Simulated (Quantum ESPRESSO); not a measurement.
Set up this calculation in Quantum ESPRESSO 7.5, as the native input.

- Task: band structure
- Functional: r2SCAN
- Potentials or basis: SG15 PBE 1.2
- Cutoff: 626 eV
- Density cutoff: 2503 eV
- k mesh: 7 × 7 × 3
- Occupations: fermi-dirac, width 0.05 eV
- Spin: no spin polarisation
- Symmetry: off
- Mixing beta: 0.5
- Most SCF iterations: 120
- SCF threshold: 1e-08 Ry

Crystal: Br.

```
CELL_PARAMETERS angstrom
3.36325 -2.32255 0.00000
3.36325 2.32255 0.00000
0.00000 0.00000 8.70230
ATOMIC_POSITIONS crystal
Br 0.36510 0.63490 0.39010
Br 0.13490 0.86510 0.89010
Br 0.63490 0.36510 0.60990
Br 0.86510 0.13490 0.10990
```

One way to write it, as run:

pw.in

```
&CONTROL
  calculation = 'scf'
  prefix = 'pwscf'
  outdir = './tmp'
  pseudo_dir = './pseudo'
  tprnfor = .true.
  tstress = .true.
  disk_io = 'low'
/
&SYSTEM
  ibrav = 0
  celldm(1) = 8
  nat = 4
  ntyp = 1
  ecutwfc = 46
  nbnd = 21
  input_dft = 'r2scan'
  occupations = 'smearing'
  smearing = 'fd'
  degauss = 0.00367493
  nosym = .true.
/
&ELECTRONS
  conv_thr = 1d-08
  electron_maxstep = 120
  mixing_beta = 0.5
/
ATOMIC_SPECIES
Br    79.9040 Br_ONCV_PBE-1.2.upf
CELL_PARAMETERS alat
  0.7944526735810  -0.5486229263437   0.0000000000000
  0.7944526735810   0.5486229263437   0.0000000000000
  0.0000000000000   0.0000000000000   2.0556204567914
ATOMIC_POSITIONS crystal
Br     0.3651000000    0.6349000000    0.3901000000
Br     0.1349000000    0.8651000000    0.8901000000
Br     0.6349000000    0.3651000000    0.6099000000
Br     0.8651000000    0.1349000000    0.1099000000
K_POINTS automatic
7 7 3 0 0 0
```

bands.in

```
&CONTROL
  calculation = 'bands'
  prefix = 'pwscf'
  outdir = './tmp'
  pseudo_dir = './pseudo'
  disk_io = 'low'
  verbosity = 'high'
/
&SYSTEM
  ibrav = 0
  celldm(1) = 8
  nat = 4
  ntyp = 1
  ecutwfc = 46
  nbnd = 21
  input_dft = 'r2scan'
  occupations = 'smearing'
  smearing = 'fd'
  degauss = 0.00367493
  nosym = .true.
/
&ELECTRONS
  conv_thr = 1d-08
  electron_maxstep = 120
  mixing_beta = 0.5
  diago_full_acc = .true.
  startingwfc = 'random'
/
ATOMIC_SPECIES
Br    79.9040 Br_ONCV_PBE-1.2.upf
CELL_PARAMETERS alat
  0.7944526735810  -0.5486229263437   0.0000000000000
  0.7944526735810   0.5486229263437   0.0000000000000
  0.0000000000000   0.0000000000000   2.0556204567914
ATOMIC_POSITIONS crystal
Br     0.3651000000    0.6349000000    0.3901000000
Br     0.1349000000    0.8651000000    0.8901000000
Br     0.6349000000    0.3651000000    0.6099000000
Br     0.8651000000    0.1349000000    0.1099000000
K_POINTS crystal
60
 0.0000000000  0.0000000000  0.0000000000 1
 0.0527458215 -0.0527458215  0.0000000000 1
 0.1054916430 -0.1054916430  0.0000000000 1
 0.1582374645 -0.1582374645  0.0000000000 1
 0.2109832860 -0.2109832860  0.0000000000 1
 0.2637291075 -0.2637291075  0.0000000000 1
 0.3164749290 -0.3164749290  0.0000000000 1
 0.3692207505 -0.3692207505  0.0000000000 1
 0.2769155629 -0.4019155629  0.0000000000 1
 0.1846103753 -0.4346103753  0.0000000000 1
 0.0923051876 -0.4673051876  0.0000000000 1
 0.0000000000 -0.5000000000  0.0000000000 1
 0.0000000000 -0.5000000000 -0.2500000000 1
 0.0000000000 -0.5000000000 -0.5000000000 1
 0.0923051876 -0.4673051876 -0.5000000000 1
 0.1846103753 -0.4346103753 -0.5000000000 1
 0.2769155629 -0.4019155629 -0.5000000000 1
 0.3692207505 -0.3692207505 -0.5000000000 1
 0.3230681567 -0.3230681567 -0.5000000000 1
 0.2769155629 -0.2769155629 -0.5000000000 1
 0.2307629691 -0.2307629691 -0.5000000000 1
 0.1846103753 -0.1846103753 -0.5000000000 1
 0.1384577814 -0.1384577814 -0.5000000000 1
 0.0923051876 -0.0923051876 -0.5000000000 1
 0.0461525938 -0.0461525938 -0.5000000000 1
 0.0000000000  0.0000000000 -0.5000000000 1
 0.0000000000  0.0000000000 -0.2500000000 1
 0.0000000000  0.0000000000  0.0000000000 1
-0.0625000000 -0.0625000000  0.0000000000 1
-0.1250000000 -0.1250000000  0.0000000000 1
-0.1875000000 -0.1875000000  0.0000000000 1
-0.2500000000 -0.2500000000  0.0000000000 1
-0.3125000000 -0.3125000000  0.0000000000 1
-0.3750000000 -0.3750000000  0.0000000000 1
-0.4375000000 -0.4375000000  0.0000000000 1
-0.5000000000 -0.5000000000  0.0000000000 1
-0.4564069168 -0.5435930832  0.0000000000 1
-0.4128138337 -0.5871861663  0.0000000000 1
-0.3692207505 -0.6307792495  0.0000000000 1
-0.3692207505 -0.6307792495 -0.1666666667 1
-0.3692207505 -0.6307792495 -0.3333333333 1
-0.3692207505 -0.6307792495 -0.5000000000 1
-0.4128138337 -0.5871861663 -0.5000000000 1
-0.4564069168 -0.5435930832 -0.5000000000 1
-0.5000000000 -0.5000000000 -0.5000000000 1
-0.5000000000 -0.5000000000 -0.3333333333 1
-0.5000000000 -0.5000000000 -0.1666666667 1
-0.5000000000 -0.5000000000  0.0000000000 1
 0.0000000000  0.0000000000 -0.5000000000 1
-0.0454545455 -0.0454545455 -0.5000000000 1
-0.0909090909 -0.0909090909 -0.5000000000 1
-0.1363636364 -0.1363636364 -0.5000000000 1
-0.1818181818 -0.1818181818 -0.5000000000 1
-0.2272727273 -0.2272727273 -0.5000000000 1
-0.2727272727 -0.2727272727 -0.5000000000 1
-0.3181818182 -0.3181818182 -0.5000000000 1
-0.3636363636 -0.3636363636 -0.5000000000 1
-0.4090909091 -0.4090909091 -0.5000000000 1
-0.4545454545 -0.4545454545 -0.5000000000 1
-0.5000000000 -0.5000000000 -0.5000000000 1
```

Potentials or basis: SG15 PBE 1.2.

The run is started by

```console
$ OMP_NUM_THREADS=1 mpirun -n 4 pw.x -nk 2 -in pw.in > pw.out
$ OMP_NUM_THREADS=1 mpirun -n 4 pw.x -nk 4 -in bands.in > bands.out
```

Results of the run:

```yaml
Pressure: 1.0 GPa
Largest_force: 0.816 eV/Å
Band_gap_on_the_k_mesh: 2.17 eV, indirect (least direct gap 2.19 eV)
Band_gap_along_the_path: 2.11 eV, indirect (least direct gap 2.18 eV)
```

Caveat: the potentials were made for another functional, which shifts forces and pressure; some levels on the path didn't converge.

Run time: 2.5 min on 4 MPI ranks on Intel(R) Xeon(R) 6975P-C (Granite Rapids), on a shared host, peak memory 0.4 GiB a rank.
